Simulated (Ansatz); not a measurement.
# CdTe (F-43m) in Ansatz: further runs

Runs on CdTe. Level: BLYP. Tasks: single point, equation of state.

All numbers are computed with Ansatz 0.2.0; they aren't measurements. Logs are shortened: lines on timing, memory, paths and dates and some standing lists are left out, and cuts for length are marked.

## (1) Starting point

Symmetry: F-43m, No. 216, cubic system. The conventional cell has a = 6.410 Å, b = 6.410 Å, c = 6.410 Å, α = 90.00°, β = 90.00°, γ = 90.00°. Around Te (site symmetry -43m) lie 4 Cd at 2.78 Å. Cd (site symmetry -43m) is surrounded by 4 Te at 2.78 Å.

## (2) Single point, BLYP, 30.95 Å³/atom (volume scaled by 0.94)

Contents of input.yaml:

```yaml
crystal:
  lattice:
    - [0.0, 3.1395734784, 3.1395734784]
    - [3.1395734784, 0.0, 3.1395734784]
    - [3.1395734784, 3.1395734784, 0.0]
  atoms:
    - { symbol: Te, position: [0.75, 0.75, 0.75] }
    - { symbol: Cd, position: [0.0, 0.0, 0.0] }
hamiltonian:
  xc: blyp
  pseudopotentials: { kind: paw }
kpoints:
  mp_grid: { grid: [7, 7, 7] }
scf:
  occupations: { method: fermi_dirac, width: 0.05 }
output:
  forces: true
  stress: true
  eigenvalues: true
  write_density: true
  write_potential: true
  elf: true
  volumetric_format: npy
```

Potentials or basis: Ansatz PAW.

Launch:

```bash
> ansatz run input.yaml --threads 2 --pin off --max-ram 5120MiB --backend cpu --events-out ev --progress --plain --runs-dir out
```

The log of the run:

```text
Warning: RAYON_NUM_THREADS=2 ignored (pool sized by the plan → 2); use --threads N
Engine: ansatz 0.2.0, aarch64-unknown-linux-gnu
Pseudopotentials: kind: paw
Pseudopotential: Te, paw, valence charge 16, recommended cutoff 420 eV (normal), Te.paw.azcp
Pseudopotential: Cd, paw, valence charge 20, recommended cutoff 420 eV (normal), Cd.paw.azcp
Functional definition: BLYP
  parameter beta = 0.0042
  parameter a = 0.04918
  parameter b = 0.132
  parameter c = 0.2533
  parameter d = 0.349
  exchange = b88_x(beta = beta)
  correlation = lyp_c(a = a, b = b, c = c, d = d)
Crystal: 2 atoms, lattice volume = 61.893 Å³
Basis set: ecut = 420 eV, 1243 PW (Γ), exchange–correlation on 60×60×60 points (8 copies of the dense FFT grid, shifted against one another)
Bands: 22, of which v1, the nominal top of the filled ones, is band 18 counted from 1 (17 counted from 0)
Symmetry: 24 space group operations
Space group: F-43m (ITA 216), of the structure as read, at distance tolerance 4.0e-5 Å
k-points: 20 of 343 (time reversal used)
Non-local potential: Te, projectors of the file, l = 0: 2, l = 1: 2, l = 2: 2, l = 3: 2
Non-local potential: Cd, projectors of the file, l = 0: 3, l = 1: 2, l = 2: 2, l = 3: 1
PAW form: soft (Blöchl's): semilocal exchange-correlation on the pseudo side does not see the compensation charge
PAW frozen core: Te, regenerated for the run's functional, and the local potential with it (the file was generated under x = pbe(κ = 0.804, μ = 0.2195149727645171), c = pbe(β = 0.06672455060314922))
PAW frozen core: Cd, regenerated for the run's functional, and the local potential with it (the file was generated under x = pbe(κ = 0.804, μ = 0.2195149727645171), c = pbe(β = 0.06672455060314922))
PAW one-centre angular grid: Te, 590 points (default); XC on 64 Gauss nodes
PAW one-centre angular grid: Cd, 590 points (default); XC on 64 Gauss nodes
Initial density: superposition of atomic densities (neutral atoms: chi_scale 0, normalization atom), corrected by the library's trained network
Initial wavefunctions: pseudopotential atomic-orbital guess
Functional: x = b88, c = lyp
SCF iter   1: F=—  HF=-15267.939299 eV  |F-HF|=—  |Δ(HF+E_count)|=         —  Δρ=3.59e-3  dr2=4.25e-3  ethr=1.77e-3  ⟨swp⟩=6.0  Hψ=2091  notcnv=0
preconditioner: auto → none  [insulator: Δε(μ)=1.000 eV  Ē_g=11.911 eV  σ=0.050 eV  W_gap=1.00  n_scr=14 (ndim 8)  ℏωp=20.0 eV  f_vac=0.160  D(μ)=0.00/eV (n_scr^D=0)  ε∞_Penn≈3.8]
SCF iter   2: F=—  HF=-15267.938726 eV  |F-HF|=—  |Δ(HF+E_count)|=   5.73e-4  Δρ=1.63e-3  dr2=7.04e-4  ethr=1.18e-5  ⟨swp⟩=2.0  Hψ=752  notcnv=0
SCF iter   3: F=—  HF=-15267.938763 eV  |F-HF|=—  |Δ(HF+E_count)|=   3.72e-5  Δρ=3.25e-4  dr2=7.77e-5  ethr=1.96e-6  ⟨swp⟩=2.6  Hψ=688  notcnv=0
SCF iter   4: F=—  HF=-15267.938726 eV  |F-HF|=—  |Δ(HF+E_count)|=   3.68e-5  Δρ=1.15e-4  dr2=4.57e-6  ethr=2.16e-7  ⟨swp⟩=2.1  Hψ=631  notcnv=0
SCF iter   5: F=—  HF=-15267.938727 eV  |F-HF|=—  |Δ(HF+E_count)|=   8.15e-7  Δρ=5.58e-5  dr2=1.49e-6  ethr=1.27e-8  ⟨swp⟩=2.0  Hψ=800  notcnv=0
SCF iter   6: F=-15267.938727 eV  HF=-15267.938727 eV  |F-HF|=8.59e-9  |Δ(HF+E_count)|=   3.62e-7  Δρ=7.22e-6  dr2=1.76e-8  ethr=2.78e-10  ⟨swp⟩=8.0  Hψ=3291  notcnv=0
SCF 1 converged in 6 iterations: F = -15267.938727 eV  dr2 = 1.76e-8
SCF converged after 6 iterations
Free energy (F): -15267.938727 eV
Harris-Foulkes:  -15267.938727 eV  (|F-HF|=8.59e-9)
Internal energy: -15267.938726 eV  (E = F + TS)
E sigma→0 (E₀):  -15267.938726 eV
Entropy (-TS):   -0.000001 eV (-0.000 meV/atom)
Fermi energy:    9.804281 eV
--- Per-component energies (eV) ---
  E_band       = -734.992429
  E_kinetic    = 689.965065
  E_local      = -5208.770069  (includes V_loc(G=0)·N_el)
  E_nonlocal   = -281.718396
  E_hartree    = 2650.743403
  E_xc         = -299.062722
  E_vxc        = -322.383165  (∫ρ·V_xc dr)
  E_paw        = -8781.989302  (= ΣΔE_a)
  E_vpaw       = -913.576797  (= ΣTr[D̂ρ^β])
  E_aug_tail   = -0.000173  (compensation charges beyond the density's cutoff)
  E_ewald      = -4037.159435
  E_core_change = 0.052902  (= ΣΔE_core)
  E_smearing   = -0.000001  (= −TS)
  E_closure    = 0.000000  (closes the sum)
  Σ components = -15267.938727   (vs F -15267.938727, Δ=0.00e0)
--- Forces (eV/Å), atoms counted from 1 ---
  atom   1  Te     0.00000000     0.00000000    -0.00000000
  atom   2  Cd    -0.00000000     0.00000000     0.00000000
  max |Σ_I F_I| component: 1.25e-16 eV/Å
--- Stress (GPa, compression-positive) ---
       11.119583      -0.000000      -0.000000
       -0.000000      11.119583       0.000000
       -0.000000       0.000000      11.119583
  P = ⅓ Tr σ = 11.1196 GPa (111.196 kbar)
--- Band table (eV; the first three rows and the last of 20) ---
  k-point 0: bands = ["-93.1536", "-54.2069", "-54.2069", "-54.2069", "-26.9043", "-26.9043", "-26.9043", "-26.8911", "-26.8911", "-2.5205", "0.5762", "0.5762", "0.5762", "0.9070", "0.9070", "9.2822", "9.2822", "9.2822", "10.2671", "13.8675", "13.8675", "13.8675"]
  k-point 1: bands = ["-93.1536", "-54.2069", "-54.2069", "-54.2069", "-26.9044", "-26.9042", "-26.9042", "-26.8911", "-26.8911", "-2.4303", "0.5944", "0.5944", "0.6424", "0.9054", "0.9054", "7.7361", "9.0729", "9.0729", "11.2196", "13.9946", "14.1646", "14.1646"]
  k-point 2: bands = ["-93.1536", "-54.2069", "-54.2069", "-54.2069", "-26.9045", "-26.9041", "-26.9041", "-26.8910", "-26.8910", "-2.2267", "0.6309", "0.6309", "0.8811", "0.9073", "0.9073", "5.8579", "8.6757", "8.6757", "11.3569", "14.5273", "14.5273", "15.3053"]
  k-point 19: bands = ["-93.1536", "-54.2070", "-54.2069", "-54.2069", "-26.9045", "-26.9041", "-26.9035", "-26.8911", "-26.8906", "-1.9112", "0.7211", "0.7413", "0.8662", "0.9084", "1.5876", "4.6328", "6.3819", "7.1596", "13.0719", "14.2636", "15.3719", "16.1844"]
```

Run time: 2 s. Hardware: 2 threads of Arm Neoverse V1, shared host; peak memory 0.34 GiB.

What came out:

```yaml
Free_energy: -15267.9387 eV
Pressure: 11.1 GPa
Band_gap_on_the_k_mesh: 0.98 eV, direct
```

Caveat: odd divisions of the mesh miss points on the zone boundary, where band edges often lie, so the gap on the mesh can be too wide; spin-orbit coupling is left out, which moves the levels of the heavy elements; the PAW data sets come from PBE, with cores solved anew for the run's functional, which leaves a small shift of forces and pressure.

## (3) Single point, BLYP, 31.60 Å³/atom (volume scaled by 0.96)

Changes to input.yaml since step 2:

```diff
@@ -2,5 +2,5 @@
   lattice:
-    - [0.0, 3.1395734784, 3.1395734784]
-    - [3.1395734784, 0.0, 3.1395734784]
-    - [3.1395734784, 3.1395734784, 0.0]
+    - [0.0, 3.1616838793, 3.1616838793]
+    - [3.1616838793, 0.0, 3.1616838793]
+    - [3.1616838793, 3.1616838793, 0.0]
   atoms:
```

Potentials or basis: Ansatz PAW.

Launch:

```bash
> ansatz run input.yaml --threads 2 --pin off --max-ram 5120MiB --backend cpu --events-out ev --progress --plain --runs-dir out
```

It took 2 s on 2 threads of Arm Neoverse V1, shared host; peak memory 0.34 GiB.

It converged, with:

- Free energy: -15268.0237 eV
- Pressure: 9.6 GPa
- Band gap on the k mesh: 0.92 eV, direct

Caveat: odd divisions of the mesh miss points on the zone boundary, where band edges often lie, so the gap on the mesh can be too wide; spin-orbit coupling is left out, which moves the levels of the heavy elements; the PAW data sets come from PBE, with cores solved anew for the run's functional, which leaves a small shift of forces and pressure.

## (4) Single point, BLYP, 32.26 Å³/atom (volume scaled by 0.98)

Contents of input.yaml:

```yaml
crystal:
  lattice:
    - [0.0, 3.1834892848, 3.1834892848]
    - [3.1834892848, 0.0, 3.1834892848]
    - [3.1834892848, 3.1834892848, 0.0]
  atoms:
    - { symbol: Te, position: [0.75, 0.75, 0.75] }
    - { symbol: Cd, position: [0.0, 0.0, 0.0] }
hamiltonian:
  xc: blyp
  pseudopotentials: { kind: paw }
kpoints:
  mp_grid: { grid: [7, 7, 7] }
scf:
  occupations: { method: fermi_dirac, width: 0.05 }
output:
  forces: true
  stress: true
  eigenvalues: true
```

Launch:

```bash
> ansatz run input.yaml --threads 2 --pin off --max-ram 5120MiB --backend cpu --events-out ev --progress --plain --runs-dir out
```

It took 1.6 s on 2 threads of Arm Neoverse V1, shared host; peak memory 0.33 GiB.

The run converged. Its results:

- Free energy: -15268.0965 eV
- Pressure: 8.2 GPa
- Band gap on the k mesh: 0.85 eV, direct

Caveat: odd divisions of the mesh miss points on the zone boundary, where band edges often lie, so the gap on the mesh can be too wide; spin-orbit coupling is left out, which moves the levels of the heavy elements; the PAW data sets come from PBE, with cores solved anew for the run's functional, which leaves a small shift of forces and pressure.

## (5) Single point, BLYP, 32.92 Å³/atom

Changes to input.yaml since step 4:

```diff
@@ -2,5 +2,5 @@
   lattice:
-    - [0.0, 3.1834892848, 3.1834892848]
-    - [3.1834892848, 0.0, 3.1834892848]
-    - [3.1834892848, 3.1834892848, 0.0]
+    - [0.0, 3.205, 3.205]
+    - [3.205, 0.0, 3.205]
+    - [3.205, 3.205, 0.0]
   atoms:
```

Launch:

```bash
> ansatz run input.yaml --threads 2 --pin off --max-ram 5120MiB --backend cpu --events-out ev --progress --plain --runs-dir out
```

Wall time 1.6 s (2 threads of Arm Neoverse V1, shared host); peak memory 0.33 GiB.

The run converged. Its results:

| Property | Result |
| --- | --- |
| Free energy | -15268.1585 eV |
| Pressure | 6.9 GPa |
| Band gap on the k mesh | 0.78 eV, direct |

Caveat: odd divisions of the mesh miss points on the zone boundary, where band edges often lie, so the gap on the mesh can be too wide; spin-orbit coupling is left out, which moves the levels of the heavy elements; the PAW data sets come from PBE, with cores solved anew for the run's functional, which leaves a small shift of forces and pressure.

## (6) Single point, BLYP, 33.58 Å³/atom (volume scaled by 1.02)

Changes to input.yaml since step 5:

```diff
@@ -2,5 +2,5 @@
   lattice:
-    - [0.0, 3.205, 3.205]
-    - [3.205, 0.0, 3.205]
-    - [3.205, 3.205, 0.0]
+    - [0.0, 3.2262257841, 3.2262257841]
+    - [3.2262257841, 0.0, 3.2262257841]
+    - [3.2262257841, 3.2262257841, 0.0]
   atoms:
@@ -19 +19,5 @@
   eigenvalues: true
+  write_density: true
+  write_potential: true
+  elf: true
+  volumetric_format: npy
```

Potentials or basis: Ansatz PAW.

Launch:

```bash
> ansatz run input.yaml --threads 2 --pin off --max-ram 5120MiB --backend cpu --events-out ev --progress --plain --runs-dir out
```

It took 2.1 s on 2 threads of Arm Neoverse V1, shared host; peak memory 0.35 GiB.

Results (log left out):

- Free energy: -15268.2106 eV
- Pressure: 5.8 GPa
- Band gap on the k mesh: 0.72 eV, direct

Caveat: odd divisions of the mesh miss points on the zone boundary, where band edges often lie, so the gap on the mesh can be too wide; spin-orbit coupling is left out, which moves the levels of the heavy elements; the PAW data sets come from PBE, with cores solved anew for the run's functional, which leaves a small shift of forces and pressure.

## (7) Single point, BLYP, 34.24 Å³/atom (volume scaled by 1.04)

Contents of input.yaml:

```yaml
crystal:
  lattice:
    - [0.0, 3.2471758892, 3.2471758892]
    - [3.2471758892, 0.0, 3.2471758892]
    - [3.2471758892, 3.2471758892, 0.0]
  atoms:
    - { symbol: Te, position: [0.75, 0.75, 0.75] }
    - { symbol: Cd, position: [0.0, 0.0, 0.0] }
hamiltonian:
  xc: blyp
  pseudopotentials: { kind: paw }
kpoints:
  mp_grid: { grid: [7, 7, 7] }
scf:
  occupations: { method: fermi_dirac, width: 0.05 }
output:
  forces: true
  stress: true
  eigenvalues: true
```

Launch:

```bash
> ansatz run input.yaml --threads 2 --pin off --max-ram 5120MiB --backend cpu --events-out ev --progress --plain --runs-dir out
```

It took 1.7 s on 2 threads of Arm Neoverse V1, shared host; peak memory 0.34 GiB.

It converged, with:

| Item | Value |
| --- | --- |
| Free energy | -15268.2539 eV |
| Pressure | 4.8 GPa |
| Band gap on the k mesh | 0.66 eV, direct |

Caveat: odd divisions of the mesh miss points on the zone boundary, where band edges often lie, so the gap on the mesh can be too wide; spin-orbit coupling is left out, which moves the levels of the heavy elements; the PAW data sets come from PBE, with cores solved anew for the run's functional, which leaves a small shift of forces and pressure.

## (8) Single point, BLYP, 34.90 Å³/atom (volume scaled by 1.06)

Changes to input.yaml since step 7:

```diff
@@ -2,5 +2,5 @@
   lattice:
-    - [0.0, 3.2471758892, 3.2471758892]
-    - [3.2471758892, 0.0, 3.2471758892]
-    - [3.2471758892, 3.2471758892, 0.0]
+    - [0.0, 3.2678590959, 3.2678590959]
+    - [3.2678590959, 0.0, 3.2678590959]
+    - [3.2678590959, 3.2678590959, 0.0]
   atoms:
```

Launch:

```bash
> ansatz run input.yaml --threads 2 --pin off --max-ram 5120MiB --backend cpu --events-out ev --progress --plain --runs-dir out
```

Run time: 1.6 s. Hardware: 2 threads of Arm Neoverse V1, shared host; peak memory 0.34 GiB.

The run converged. Its results:

- Free energy: -15268.2892 eV
- Pressure: 3.8 GPa
- Band gap on the k mesh: 0.59 eV, direct

Caveat: odd divisions of the mesh miss points on the zone boundary, where band edges often lie, so the gap on the mesh can be too wide; spin-orbit coupling is left out, which moves the levels of the heavy elements; the PAW data sets come from PBE, with cores solved anew for the run's functional, which leaves a small shift of forces and pressure.

## (9) Equation of state, BLYP

Potentials or basis: Ansatz PAW.

This step only gathers the single runs of the series.

Results:

```
Equilibrium volume : outside the volumes run
```

Energy against volume, from the lowest point:
| volume (Å³/atom) | energy (meV/atom) |
| --- | --- |
| 30.947 | 175.22 |
| 31.605 | 132.75 |
| 32.263 | 96.32 |
| 32.922 | 65.34 |
| 33.580 | 39.27 |
| 34.239 | 17.64 |
| 34.897 | 0.00 |

Caveat: the potentials were made for another functional, which shifts forces and pressure.
